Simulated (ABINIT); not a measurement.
# Sb (R-3m) in ABINIT: single point with PBE

Aim: the single point of Sb with PBE.

Everything below comes from runs of ABINIT 10.8.3 (patched build). Logs are shortened: lines on timing, memory, paths and dates and some standing lists are left out, and cuts for length are marked. The log counts tension as positive stress, the text compression.

**1. Starting point**

The structure is trigonal, space group R-3m (No. 166). Conventional cell: a = 4.308 Å, b = 4.308 Å, c = 11.274 Å, α = 90.00°, β = 90.00°, γ = 120.00°. Sb (site symmetry 3m) has 3 Sb at 2.91 Å as nearest neighbours.

**2. Single point, PBE**

File run.abi:

```
# Pseudopotentials
pp_dirpath "./"
pseudos "Sb.upf"

# Structure
acell 3*1.0
rprim
     4.0708480177     2.3503051989     7.1015907763
    -4.0708480177     2.3503051989     7.1015907763
     0.0000000000    -4.7006103977     7.1015907763
ntypat 1
znucl 51
natom 2
typat 1 1
xred
     0.7665100000     0.7665100000     0.7665100000
     0.2334900000     0.2334900000     0.2334900000

# Plane-wave basis
ecut 40.0

# k points
kptopt 1
ngkpt 6 6 6
nshiftk 1
shiftk 0.0 0.0 0.0

# Exchange and correlation
ixc 11

# Bands and occupations
nband 19
occopt 3
tsmear 0.00183747

# SCF cycle
nstep 100
tolvrs 1.0e-10

# Output
iomode 3
prtwf 0
prtden 0
prteig 0
prtebands 0
enunit 1
```

Potentials or basis: PseudoDojo NC SR PBE v0.4.1 standard.

On the command line:

```
$ mpirun --bind-to none -np 4 abinit run.abi > log 2>&1
```

run.abo:

```text
.Version 10.8.3 of ABINIT
 Symmetries : space group R-3 m (#166); Bravais hR (rhombohedral)
================================================================================
 Values of the parameters that define the memory need of the present run
     intxc =       0    ionmov =       0      iscf =       7    lmnmax =       6
     lnmax =       6     mgfft =      50  mpssoang =       3    mqgrid =    3001
     natom =       2  nloc_mem =       1    nspden =       1   nspinor =       1
    nsppol =       1      nsym =      12    n1xccc =    2501    ntypat =       1
    occopt =       3   xclevel =       2
       mpw =        4946          nfft =      125000          nkpt =          32
================================================================================
================================================================================

--------------------------------------------------------------------------------
------------- Echo of variables that govern the present computation ------------
--------------------------------------------------------------------------------
 -outvars: echo values of preprocessed input variables --------
            acell      1.0000000000E+00  1.0000000000E+00  1.0000000000E+00 Bohr
              amu      1.21753000E+02
             ecut      4.00000000E+01 Hartree
           enunit           1
              ixc          11
         kptrlatt        6    0    0      0    6    0      0    0    6
          kptrlen      4.88501762E+01
            natom           2
            nband          19
            ngfft          50      50      50
             nkpt          32
            nstep         100
             nsym          12
           ntypat           1
           occopt           3
           prtden           0
        prtebands           0
           prteig           0
            prtwf           0
            rprim      4.0708480177E+00  2.3503051989E+00  7.1015907763E+00
                      -4.0708480177E+00  2.3503051989E+00  7.1015907763E+00
                       0.0000000000E+00 -4.7006103977E+00  7.1015907763E+00
          spgroup         166
           tolvrs      1.00000000E-10
           tsmear      1.83747000E-03 Hartree
            typat      1  1
           xangst     -5.4700571510E-17  4.0561651775E-11  8.6416337341E+00
                      -3.0093121900E-18  1.2355590372E-11  2.6323662582E+00
            xcart     -1.0336909908E-16  7.6650413070E-11  1.6330321038E+01
                      -5.6867758664E-18  2.3348681927E-11  4.9744512911E+00
             xred      7.6651000000E-01  7.6651000000E-01  7.6651000000E-01
                       2.3349000000E-01  2.3349000000E-01  2.3349000000E-01
            znucl       51.00000

================================================================================

 chkinp: Checking input parameters for consistency.

================================================================================
[... 90 lines left out ...]
 ------------------------------------------------
 Atom  Sphere_radius  Integrated_density
    1        2.00000         11.20586281
    2        2.00000         11.20586281
================================================================================

 ----iterations are completed or convergence reached----

 Mean square residual over all n,k,spin=   69.926E-10; max=  28.619E-07
 reduced coordinates (array xred) for    2 atoms
       0.766510000000      0.766510000000      0.766510000000
       0.233490000000      0.233490000000      0.233490000000
 rms dE/dt=  1.3043E-02; max dE/dt=  1.3043E-02; dE/dt below (all hartree)
    1       0.013043438527      0.013043438527      0.013043438527
    2      -0.013043438527     -0.013043438527     -0.013043438527

 cartesian coordinates (angstrom) at end:
    1     -0.00000000000000     0.00000000004056     8.64163373408431
    2     -0.00000000000000     0.00000000001236     2.63236625819799

 cartesian forces (hartree/bohr) at end:
    1      0.00000000000000    -0.00000000000000    -0.00183669250135
    2     -0.00000000000000     0.00000000000000     0.00183669250135
 frms,max,avg= 1.0604149E-03 1.8366925E-03   0.000E+00  0.000E+00  0.000E+00 h/b

 cartesian forces (eV/Angstrom) at end:
    1      0.00000000000000    -0.00000000000000    -0.09444652580191
    2     -0.00000000000000     0.00000000000000     0.09444652580191
 frms,max,avg= 5.4528727E-02 9.4446526E-02   0.000E+00  0.000E+00  0.000E+00 e/A
 length scales=  1.000000000000  1.000000000000  1.000000000000 bohr
              =  0.529177210544  0.529177210544  0.529177210544 angstroms
 Fermi (or HOMO) energy (eV) =   7.01552   Average Vxc (eV)= -10.12388
 Eigenvalues (   eV  ) for nkpt=  32  k points:
 kpt#   1, nband= 19, wtk=  0.00463, kpt=  0.0000  0.0000  0.0000 (reduced coord)
 -22.51696  -22.51696  -22.43089  -22.43089  -22.40637  -22.31795  -22.31795  -22.31161
 -22.23503  -22.23503   -5.75405    2.14833    4.90561    5.18041    5.18041    9.07067
   9.68663    9.68663   12.12062
 prteigrs : prtvol=0 or 1, do not print more k-points.

--- !EnergyTerms
iteration_state     : {dtset: 1, }
comment             : Components of total free energy in Hartree
kinetic             :  1.06492663956257E+02
hartree             :  4.43535183772951E+01
xc                  : -4.54922977036140E+01
Ewald energy        : -1.07854485092747E+02
psp_core            :  3.92308951901058E+00
local_psp           : -1.44488619281877E+02
non_local_psp       : -3.88428778266822E+01
internal            : -1.81909008052358E+02
'-kT*entropy'       : -9.96372078123852E-05
total_energy        : -1.81909107689566E+02
total_energy_eV     : -4.94999899100253E+03
band_energy         : -1.59019958863925E+01
...

 Cartesian components of stress tensor (hartree/bohr^3)
  sigma(1 1)= -9.70770611E-05  sigma(3 2)= -4.47120974E-14
  sigma(2 2)= -9.70770613E-05  sigma(3 1)=  0.00000000E+00
  sigma(3 3)= -8.47365011E-05  sigma(2 1)=  0.00000000E+00

-Cartesian components of stress tensor (GPa)         [Pressure=  2.7351E+00 GPa]
- sigma(1 1)= -2.85610574E+00  sigma(3 2)= -1.31547532E-09
- sigma(2 2)= -2.85610575E+00  sigma(3 1)=  0.00000000E+00
- sigma(3 3)= -2.49303393E+00  sigma(2 1)=  0.00000000E+00

== END DATASET(S) ==============================================================
================================================================================

 -outvars: echo values of variables after computation  --------
            acell      1.0000000000E+00  1.0000000000E+00  1.0000000000E+00 Bohr
           etotal     -1.8190910769E+02
            fcart      4.4522864177E-19 -5.6899544415E-20 -1.8366925014E-03
                      -4.4522864177E-19  5.6899544415E-20  1.8366925014E-03
            rprim      4.0708480177E+00  2.3503051989E+00  7.1015907763E+00
                      -4.0708480177E+00  2.3503051989E+00  7.1015907763E+00
                       0.0000000000E+00 -4.7006103977E+00  7.1015907763E+00
           strten     -9.7077061111E-05 -9.7077061253E-05 -8.4736501100E-05
                      -4.4712097399E-14  0.0000000000E+00  0.0000000000E+00
           xangst     -5.4700571510E-17  4.0561651775E-11  8.6416337341E+00
                      -3.0093121900E-18  1.2355590372E-11  2.6323662582E+00
             xred      7.6651000000E-01  7.6651000000E-01  7.6651000000E-01
                       2.3349000000E-01  2.3349000000E-01  2.3349000000E-01
 Calculation completed.
```

Wall time 34 s (4 MPI ranks of Arm Neoverse V1, shared host); peak memory 0.4 GiB.

Results:

| Quantity | Value |
| --- | --- |
| Free energy | -4949.9990 eV |
| Pressure | 2.7 GPa |
| Largest force | 0.094 eV/Å |
| Band gap on the k mesh | none (metal or under the smearing width) |
| Valence electrons inside the program's atomic spheres | Sb 11.21 (radii [1.0584] Å) |

Forces on the atoms (eV/Å):
```
Sb   0.000  0.000 -0.094
Sb   0.000  0.000  0.094
```

The run has no spin-orbit coupling, so splittings on Sb are missing.
